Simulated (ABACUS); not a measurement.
# BN (R3m) in ABACUS: notebook

Runs on BN. Level: LDA. Tasks: band structure, equation of state.

Everything below comes from runs of ABACUS 3.10.1. Logs are shortened: lines on timing, memory, paths and dates and some standing lists are left out, and cuts for length are marked.

## Step 1: The crystal as given

Symmetry: R3m, No. 160, trigonal system. Conventional cell: a = 2.502 Å, b = 2.502 Å, c = 10.119 Å, α = 90.00°, β = 90.00°, γ = 120.00°. N (site symmetry 3m) has 3 B at 1.44 Å as nearest neighbours. Around B (site symmetry 3m) lie 3 N at 1.44 Å.

The cell is a database's computed one.

## Step 2: Band structure, LDA

File INPUT:

```
INPUT_PARAMETERS
suffix              BN
calculation         nscf
basis_type          pw
pseudo_dir          ./
symmetry            -1
dft_functional      pz
ecutwfc             84.0
pseudo_rcut         7
nspin               1
nbands              14
ks_solver           dav
smearing_method     fd
smearing_sigma      0.00367493
scf_thr             1e-08
scf_nmax            100
mixing_type         broyden
mixing_beta         0.7
init_chg            file
pw_diag_thr         1e-07
out_band            1
kpar                4
```

File STRU:

```
ATOMIC_SPECIES
N 14.0070 N.upf
B 10.8100 B.upf

LATTICE_CONSTANT
6.9339716281

LATTICE_VECTORS
0.3409701749 0.1968592223 0.9192310844
-0.3409701749 0.1968592223 0.9192310844
0.0000000000 -0.3937184445 0.9192310844

ATOMIC_POSITIONS
Cartesian

N
0.0
1
0.0000000000 0.0000000000 1.8400382823 1 1 1

B
0.0
1
0.0000000000 0.0000000000 0.0009067295 1 1 1
```

File KPT:

```
K_POINTS
13
Line
0.00000000 0.00000000 0.00000000 10 // G
0.50000000 0.00000000 0.00000000 10 // L
0.50000000 0.19724198 -0.19724198 1 // B1
0.80275802 0.50000000 0.19724198 10 // B
0.50000000 0.50000000 0.50000000 10 // Z
0.00000000 0.00000000 0.00000000 10 // G
0.34862099 0.00000000 -0.34862099 1 // X
0.65137901 0.34862099 0.00000000 10 // Q
0.50000000 0.50000000 0.00000000 10 // F
0.65137901 0.65137901 0.19724198 10 // P1
0.50000000 0.50000000 0.50000000 1 // Z
0.50000000 0.00000000 0.00000000 10 // L
0.80275802 0.34862099 0.34862099 1 // P
```

Potentials or basis: PseudoDojo NC SR 0.4.1 LDA stringent, plane waves.

Run with:

```sh
$ OMP_NUM_THREADS=1 mpirun -np 4 abacus > log
```

running log:

```text
ABACUS v3.10.1

               Atomic-orbital Based Ab-initio Computation at UStc

 ------------------------------------------------------------------------------------

 READING GENERAL INFORMATION
                           global_out_dir = OUT.BN/
                           global_in_card = INPUT
                               pseudo_dir = ./
                              orbital_dir =
                                    DSIZE = 4
                                    GSIZE = 1

 READING UNITCELL INFORMATION
                                    ntype = 2
                  lattice constant (Bohr) = 6.93397
              lattice constant (Angstrom) = 3.6693

 READING ATOM TYPE 1
                               atom label = N
                      L=0, number of zeta = 1
                      L=1, number of zeta = 1
                      L=2, number of zeta = 1
             number of atom for this type = 1

 READING ATOM TYPE 2
                               atom label = B
                      L=0, number of zeta = 1
                      L=1, number of zeta = 1
                      L=2, number of zeta = 1
             number of atom for this type = 1

                        TOTAL ATOM NUMBER = 2
CARTESIAN COORDINATES ( UNIT =       6.933971628100 Bohr ).
    atom                   x                   y                   z     mag                  vx                  vy                  vz
tauc_N1            0.0000000000        0.0000000000        1.8400382823  0.0000        0.0000000000        0.0000000000        0.0000000000
tauc_B1            0.0000000000        0.0000000000        0.0009067295  0.0000        0.0000000000        0.0000000000        0.0000000000

                          Volume (Bohr^3) = 123.422
                             Volume (A^3) = 18.2893

 Lattice vectors: (Cartesian coordinate: in unit of a_0)
             +0.34097           +0.196859           +0.919231
             -0.34097           +0.196859           +0.919231
                   +0           -0.393718           +0.919231
 Reciprocal vectors: (Cartesian coordinate: in unit of 2 pi/a_0)
              +1.4664           +0.846629           +0.362622
              -1.4664           +0.846629           +0.362622
                   +0            -1.69326           +0.362622
 The esolver type has been set to : ksdft_pw

                PAO radial cut off (Bohr) = 7

 Read in pseudopotential file is N.upf
                     pseudopotential type = NC
          exchange-correlation functional = SLAPWNOGXNOGC
                 nonlocal core correction = 1
                        valence electrons = 5
                                     lmax = 1
                           number of zeta = 2
                     number of projectors = 4
                           L of projector = 0
                           L of projector = 0
                           L of projector = 1
                           L of projector = 1
 XC functional updated to : pz
          exchange-correlation functional = PZ
                PAO radial cut off (Bohr) = 7

 Read in pseudopotential file is B.upf
                     pseudopotential type = NC
          exchange-correlation functional = SLAPWNOGXNOGC
                 nonlocal core correction = 1
                        valence electrons = 3
                                     lmax = 1
                           number of zeta = 2
                     number of projectors = 4
                           L of projector = 0
                           L of projector = 0
                           L of projector = 1
                           L of projector = 1
 XC functional updated to : pz
          exchange-correlation functional = PZ
     initial pseudo atomic orbital number = 8

 SETUP THE ELECTRONS NUMBER
             electron number of element N = 5
       total electron number of element N = 5
             electron number of element B = 3
       total electron number of element B = 3
            AUTOSET number of electrons:  = 8
                           occupied bands = 4
                                   NBANDS = 14
                                   NLOCAL = 18

 SETUP THE PLANE WAVE BASIS
 energy cutoff for charge/potential (unit:Ry) = 336
            fft grid for charge/potential = [ 45, 45, 45 ]
                        fft grid division = [ 1, 1, 1 ]
        big fft grid for charge/potential = [ 45, 45, 45 ]
                                     nbxx = 91125
                                     nrxx = 91125

 SETUP PLANE WAVES FOR CHARGE/POTENTIAL
                    number of plane waves = 12787
                         number of sticks = 821

 PARALLEL PW FOR CHARGE/POTENTIAL
     PROC   COLUMNS(POT)             PW
        1            821          12787
 --------------- sum -------------------
        1            821          12787
                            number of |g| = 1542
                                  max |g| = 409.016
                                  min |g| = 0

----------- Double Check Mixing Parameters Begin ------------
mixing_type: broyden
mixing_beta: 0.7
mixing_gg0: 1
mixing_gg0_min: 0.1
mixing_ndim: 8
----------- Double Check Mixing Parameters End ------------

 SETUP K-POINTS
                                    nspin = 1
                                   nkstot = 94
K-POINTS DIRECT COORDINATES
 KPOINTS    DIRECT_X    DIRECT_Y    DIRECT_Z  WEIGHT
       1  0.00000000  0.00000000  0.00000000  1.0000
       2  0.05000000  0.00000000  0.00000000  1.0000
       3  0.10000000  0.00000000  0.00000000  1.0000
       4  0.15000000  0.00000000  0.00000000  1.0000
       5  0.20000000  0.00000000  0.00000000  1.0000
       6  0.25000000  0.00000000  0.00000000  1.0000
       7  0.30000000  0.00000000  0.00000000  1.0000
       8  0.35000000  0.00000000  0.00000000  1.0000
       9  0.40000000  0.00000000  0.00000000  1.0000
      10  0.45000000  0.00000000  0.00000000  1.0000
      11  0.50000000  0.00000000  0.00000000  1.0000
      12  0.50000000  0.01972420 -0.01972420  1.0000
      13  0.50000000  0.03944840 -0.03944840  1.0000
      14  0.50000000  0.05917259 -0.05917259  1.0000
      15  0.50000000  0.07889679 -0.07889679  1.0000
      16  0.50000000  0.09862099 -0.09862099  1.0000
      17  0.50000000  0.11834519 -0.11834519  1.0000
[... 27 lines left out ...]

 PARALLEL PW FOR WAVE FUNCTIONS
     PROC   COLUMNS(POT)             PW
        1            251           2187
 --------------- sum -------------------
        1            251           2187

 SETUP NONLOCAL PSEUDOPOTENTIALS IN PLANE WAVE BASIS
 N non-local projectors:
 projector 1 L=0
 projector 2 L=0
 projector 3 L=1
 projector 4 L=1
 B non-local projectors:
 projector 1 L=0
 projector 2 L=0
 projector 3 L=1
 projector 4 L=1
      TOTAL NUMBER OF NONLOCAL PROJECTORS = 16

 Init Non-Local PseudoPotential table :
 Init Non-Local-Pseudopotential done.

                                     npwx = 1613

 Make real space PAO into reciprocal space.
       max mesh points in Pseudopotential = 701
     dq(describe PAO in reciprocal space) = 0.01
                                    max q = 1104

 number of pseudo atomic orbitals for N is 2
WARNING: norm of atomic wavefunction # 1 of atomic type N is 0.999999, renormalized
WARNING: norm of atomic wavefunction # 2 of atomic type N is 0.999911, renormalized

 number of pseudo atomic orbitals for B is 2
WARNING: norm of atomic wavefunction # 1 of atomic type B is 0.999863, renormalized
WARNING: norm of atomic wavefunction # 2 of atomic type B is 0.997606, renormalized

 -------------------------------------------
 NONSELF-CONSISTENT
 -------------------------------------------
                                 init_chg = file
 try to read charge from file
 Read in the charge density: OUT.BN//BN-CHARGE-DENSITY.restart

 PW ALGORITHM --------------- ION=   1  ELEC=   1--------------------------------
 k(1/94) Iter steps (avg)=14 threshold=1e-07
 k(2/94) Iter steps (avg)=20 threshold=1e-07
 k(3/94) Iter steps (avg)=17 threshold=1e-07
 k(4/94) Iter steps (avg)=15 threshold=1e-07
 k(5/94) Iter steps (avg)=15 threshold=1e-07
 k(6/94) Iter steps (avg)=15 threshold=1e-07
 k(7/94) Iter steps (avg)=14 threshold=1e-07
 k(8/94) Iter steps (avg)=11 threshold=1e-07
 k(9/94) Iter steps (avg)=12 threshold=1e-07
 k(10/94) Iter steps (avg)=14 threshold=1e-07
 k(11/94) Iter steps (avg)=13 threshold=1e-07
 k(12/94) Iter steps (avg)=13 threshold=1e-07
 k(13/94) Iter steps (avg)=13 threshold=1e-07
 k(14/94) Iter steps (avg)=12 threshold=1e-07
 k(15/94) Iter steps (avg)=15 threshold=1e-07
 k(16/94) Iter steps (avg)=17 threshold=1e-07
 k(17/94) Iter steps (avg)=20 threshold=1e-07
 k(18/94) Iter steps (avg)=16 threshold=1e-07
 k(19/94) Iter steps (avg)=14 threshold=1e-07
 k(20/94) Iter steps (avg)=14 threshold=1e-07
 k(21/94) Iter steps (avg)=14 threshold=1e-07
 k(22/94) Iter steps (avg)=14 threshold=1e-07
 k(23/94) Iter steps (avg)=14 threshold=1e-07
 k(24/94) Iter steps (avg)=12 threshold=1e-07
[... levels at 24 k points of this process ...]

 Density error is 0.00000000000
                          Error Threshold = 1.00000000000e-07
----------------------------------------------------------
     Energy           Rydberg                 eV
----------------------------------------------------------
 E_KohnSham     -26.7676534356       -364.1926088134
 E_KS(sigma->0) -26.7676534356       -364.1926088134
 E_Harris       -26.7676534356       -364.1926088134
 E_band         -1.5604328158        -21.2307776407
 E_one_elec     -8.5108665741        -115.7962803256
 E_Hartree      8.3685677728         113.8602058087
 E_xc           -8.6045897561        -117.0714496356
 E_Ewald        -18.0207648781       -245.1850846609
 E_entropy(-TS) -0.0000000000        -0.0000000000
 E_descf        0.0000000000         0.0000000000
 E_exx          0.0000000000         0.0000000000
 E_Fermi        0.4400269329         5.9868735612
----------------------------------------------------------

 charge density convergence is achieved
 final etot is -364.19260881 eV
 EFERMI = 5.9868735612 eV

 STATE ENERGY(eV) AND OCCUPATIONS    NSPIN == 1
 1/24 kpoint (Cartesian) = 0.0000 0.0000 0.0000 (1579 pws)
       1       -13.2840      0.0212766
       2      0.0655006      0.0212766
       3        2.97294      0.0212766
       4        2.97294      0.0212766
       5        9.14770    7.46986e-30
       6        15.9394    7.60495e-89
       7        15.9394    7.60495e-89
       8        17.2164        0.00000
       9        19.1062        0.00000
      10        29.9406        0.00000
      11        31.7034        0.00000
      12        33.4046        0.00000
      13        33.4046        0.00000
      14        35.8337        0.00000

 2/24 kpoint (Cartesian) = 0.073320 0.042331 0.018131 (1579 pws)
       1       -13.2342      0.0212766
       2       0.119261      0.0212766
       3        2.76561      0.0212766
       4        2.87635      0.0212766
       5        9.25053    9.55306e-31
       6        15.9112    1.33723e-88
       7        16.1557        0.00000
       8        17.0494        0.00000
       9        19.2640        0.00000
      10        30.0657        0.00000
      11        31.0017        0.00000
      12        32.6141        0.00000
      13        33.2143        0.00000
      14        36.4873        0.00000

 3/24 kpoint (Cartesian) = 0.14664 0.084663 0.036262 (1578 pws)
       1       -13.0854      0.0212766
       2       0.279667      0.0212766
       3        2.18766      0.0212766
       4        2.60923      0.0212766
       5        9.54191    2.81369e-33
       6        15.8400    5.55363e-88
       7        16.5702        0.00000
       8        16.7792        0.00000
       9        19.6955        0.00000
      10        29.3687        0.00000
      11        30.4816        0.00000
      12        31.3430        0.00000
      13        33.2278        0.00000
      14        37.2526        0.00000

 4/24 kpoint (Cartesian) = 0.21996 0.12699 0.054393 (1593 pws)
       1       -12.8408      0.0212766
       2       0.542376      0.0212766
       3        1.34077      0.0212766
       4        2.22644      0.0212766
       5        9.98751    3.79175e-37
       6        15.6985    9.41017e-87
       7        15.8885    2.10403e-88
       8        17.7457        0.00000
       9        20.3032        0.00000
      10        27.6961        0.00000
      11        30.1282        0.00000
      12        30.9350        0.00000
      13        33.3225        0.00000
      14        37.5743        0.00000

 5/24 kpoint (Cartesian) = 0.29328 0.16933 0.072524 (1603 pws)
       1       -12.5056      0.0212766
       2       0.312328      0.0212766
       3       0.920817      0.0212766
       4        1.79015      0.0212766
       5        10.5533    4.61776e-42
       6        14.8731    1.38974e-79
       7        15.7157    6.67777e-87
       8        18.9762        0.00000
       9        20.9677        0.00000
      10        26.1913        0.00000
      11        29.0495        0.00000
      12        31.1343        0.00000
      13        33.4140        0.00000
      14        37.2321        0.00000

 6/24 kpoint (Cartesian) = 0.36660 0.21166 0.090655 (1603 pws)
       1       -12.0895      0.0212766
       2      -0.774867      0.0212766
       3        1.35339      0.0212766
       4        1.37305      0.0212766
       5        11.1869    1.44939e-47
       6        13.8671    7.60363e-71
       7        15.6693    1.68895e-86
       8        20.3884        0.00000
       9        21.5217        0.00000
      10        25.0014        0.00000
      11        28.1269        0.00000
      12        30.6312        0.00000
      13        33.6362        0.00000
      14        36.6518        0.00000

[... levels at 18 further k points ...]

 --------------------------------------------
 !FINAL_ETOT_IS -364.1926088134239 eV
 --------------------------------------------

 Output bands in file: OUT.BN/BANDS_1.dat
```

Run time: 4 s. Hardware: 4 MPI ranks of Intel Xeon 6975P-C (Granite Rapids), shared host; peak memory 0.36 GiB.

What came out:

- Band gap along the path: 4.06 eV, indirect (least direct gap 4.58 eV)

Levels at the corners of the path, in eV from the Fermi level:
```
point  band 1  band 2  band 3  band 4  band 5  band 6  band 7  band 8
    Γ  -19.27   -5.92   -3.01   -3.01    3.16    9.95    9.95   11.23
    L  -16.04  -10.62   -5.82   -2.32    3.45    8.25   11.01   13.01
   B1  -15.48   -9.69   -8.53   -2.10    2.99   10.44   12.19   14.11
    B  -15.48   -9.69   -8.53   -2.10    2.99   10.44   12.19   14.11
    Z  -18.99   -7.96   -3.03   -3.03    8.09    9.88    9.88   10.63
    Γ  -19.27   -5.92   -3.01   -3.01    3.16    9.95    9.95   11.23
    X  -15.41   -9.69   -8.70   -1.83    2.82   10.37   11.94   14.48
    Q  -15.41   -9.69   -8.70   -1.83    2.82   10.37   11.94   14.48
    F  -15.97  -10.49   -5.87   -2.91    2.41    8.26   12.17   15.48
   P1  -16.08  -10.34   -5.81   -3.24    3.16    8.32   12.26   14.53
    Z  -18.99   -7.96   -3.03   -3.03    8.09    9.88    9.88   10.63
    L  -16.04  -10.62   -5.82   -2.32    3.45    8.25   11.01   13.01
    P  -16.08  -10.34   -5.81   -3.24    3.16    8.32   12.26   14.53
```

Caveat: the density is read from an earlier self-consistent run, whose mesh may be coarse.

## Step 3: Equation of state, LDA, 8.60 Å³/atom (volume scaled by 0.94)

File INPUT:

```
INPUT_PARAMETERS
suffix              BN
calculation         scf
basis_type          pw
pseudo_dir          ./
symmetry            1
dft_functional      pz
ecutwfc             84
pseudo_rcut         7
nspin               1
nbands              8
ks_solver           dav
smearing_method     fd
smearing_sigma      0.00367493
scf_thr             1e-08
scf_nmax            100
mixing_type         broyden
mixing_beta         0.7
cal_force           1
cal_stress          1
kpar                4
```

File STRU:

```
ATOMIC_SPECIES
N 14.0070 N.upf
B 10.8100 B.upf

LATTICE_CONSTANT
1.8897261246

LATTICE_VECTORS
1.2255815191 0.7075898200 3.3040796871
-1.2255815191 0.7075898200 3.3040796871
0.0000000000 -1.4151796399 3.3040796871

ATOMIC_POSITIONS
Direct

N
0.0
1
0.6672382000 0.6672382000 0.6672382000 1 1 1

B
0.0
1
0.0003288000 0.0003288000 0.0003288000 1 1 1
```

File KPT:

```
K_POINTS
0
Gamma
10 10 10 0 0 0
```

Potentials or basis: PseudoDojo NC SR 0.4.1 LDA stringent, plane waves.

Run with:

```sh
$ OMP_NUM_THREADS=1 mpirun -np 4 abacus > log
```

It took 6.8 s on 4 MPI ranks of Intel Xeon 6975P-C (Granite Rapids), shared host; peak memory 0.36 GiB.

Results (log left out):

* Free energy: -365.1687 eV
* Pressure: 12.2 GPa
* Band gap on the k mesh: 4.15 eV, indirect (least direct gap 4.94 eV)

## Step 4: Equation of state, LDA, 8.96 Å³/atom (volume scaled by 0.98)

INPUT is that of step 3.

File STRU:

```
ATOMIC_SPECIES
N 14.0070 N.upf
B 10.8100 B.upf

LATTICE_CONSTANT
1.8897261246

LATTICE_VECTORS
1.2427247397 0.7174874630 3.3502965776
-1.2427247397 0.7174874630 3.3502965776
0.0000000000 -1.4349749260 3.3502965776

ATOMIC_POSITIONS
Direct

N
0.0
1
0.6672382000 0.6672382000 0.6672382000 1 1 1

B
0.0
1
0.0003288000 0.0003288000 0.0003288000 1 1 1
```

KPT is that of step 3.

Run with:

```sh
$ OMP_NUM_THREADS=1 mpirun -np 4 abacus > log
```

Wall time 8.5 s (4 MPI ranks of Intel Xeon 6975P-C (Granite Rapids), shared host); peak memory 0.36 GiB.

The run converged. Its results:

| Property | Result |
| --- | --- |
| Free energy | -365.1981 eV |
| Pressure | 1.0 GPa |
| Band gap on the k mesh | 4.11 eV, indirect (least direct gap 4.83 eV) |

## Step 5: Equation of state, LDA, 9.33 Å³/atom (volume scaled by 1.02)

INPUT is that of step 4.

File STRU:

```
ATOMIC_SPECIES
N 14.0070 N.upf
B 10.8100 B.upf

LATTICE_CONSTANT
1.8897261246

LATTICE_VECTORS
1.2594075994 0.7271193165 3.3952723682
-1.2594075994 0.7271193165 3.3952723682
0.0000000000 -1.4542386330 3.3952723682

ATOMIC_POSITIONS
Direct

N
0.0
1
0.6672382000 0.6672382000 0.6672382000 1 1 1

B
0.0
1
0.0003288000 0.0003288000 0.0003288000 1 1 1
```

KPT is that of step 4.

Run with:

```sh
$ OMP_NUM_THREADS=1 mpirun -np 4 abacus > log
```

It took 8.6 s on 4 MPI ranks of Intel Xeon 6975P-C (Granite Rapids), shared host; peak memory 0.36 GiB.

The run converged. Its results:

| Item | Value |
| --- | --- |
| Free energy | -365.1807 eV |
| Pressure | -8.3 GPa |
| Largest force | 0.004 eV/Å |
| Band gap on the k mesh | 4.07 eV, indirect (least direct gap 4.73 eV) |

## Step 6: Equation of state, LDA, 9.69 Å³/atom (volume scaled by 1.06)

INPUT is that of step 5.

File STRU:

```
ATOMIC_SPECIES
N 14.0070 N.upf
B 10.8100 B.upf

LATTICE_CONSTANT
1.8897261246

LATTICE_VECTORS
1.2756598126 0.7365025362 3.4390871668
-1.2756598126 0.7365025362 3.4390871668
0.0000000000 -1.4730050723 3.4390871668

ATOMIC_POSITIONS
Direct

N
0.0
1
0.6672382000 0.6672382000 0.6672382000 1 1 1

B
0.0
1
0.0003288000 0.0003288000 0.0003288000 1 1 1
```

KPT is that of step 5.

Potentials or basis: PseudoDojo NC SR 0.4.1 LDA stringent, plane waves.

Run with:

```sh
$ OMP_NUM_THREADS=1 mpirun -np 4 abacus > log
```

It took 8.6 s on 4 MPI ranks of Intel Xeon 6975P-C (Granite Rapids), shared host; peak memory 0.36 GiB.

It converged, with:

| Quantity | Value |
| --- | --- |
| Free energy | -365.1245 eV |
| Pressure | -16.1 GPa |
| Largest force | 0.006 eV/Å |
| Band gap on the k mesh | 4.02 eV, indirect (least direct gap 4.62 eV) |

## Step 7: Equation of state, LDA

This step only gathers the single runs of the series.

Results:

```
Equilibrium volume                        : 9.00 Å³/atom
Bulk modulus at fixed shape and positions : 246 GPa
Pressure derivative of the bulk modulus   : 3.5 (rough: it moves with the points fitted)
```

Energy against volume, from the lowest point:
```csv
volume (Å³/atom),energy (meV/atom)
8.596,14.68
8.962,0.00
9.328,8.67
9.693,36.76
```

Caveat: the cell was scaled at fixed shape and fractional positions, which overstates the stiffness of a crystal with free parameters, most of all of layers and chains.
